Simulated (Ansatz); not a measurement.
## BAs in Ansatz: the effect of functional

BAs:

```
CELL_PARAMETERS angstrom
0.00000 2.38850 2.38850
2.38850 0.00000 2.38850
2.38850 2.38850 0.00000
ATOMIC_POSITIONS crystal
As 0.75000 0.75000 0.75000
B 0.00000 0.00000 0.00000
```

Alike in all runs:

```yaml
Program: Ansatz 0.2.0
Task: single point
Potentials_or_basis: all-electron PAW datasets made for the crystal
k_mesh: 8 × 8 × 8
Occupations: fermi-dirac, width 0.05 eV
Spin: no spin polarisation
```

```tsv
functional	cutoff	gap on the mesh (eV)	pressure (GPa)
PBEsol	260 eV (chosen from the basis error)	1.10	-0.8
HSE06	380 eV (chosen from the basis error)	?	?
PBE0	380 eV (chosen from the basis error)	2.51	-0.7
```

Question: What does the run with functional HSE06 give?

Answer: gap on the mesh 1.84 eV; pressure -0.5 GPa.

A k mesh can miss the band edges.

The runs don't all hold the same shells in valence.
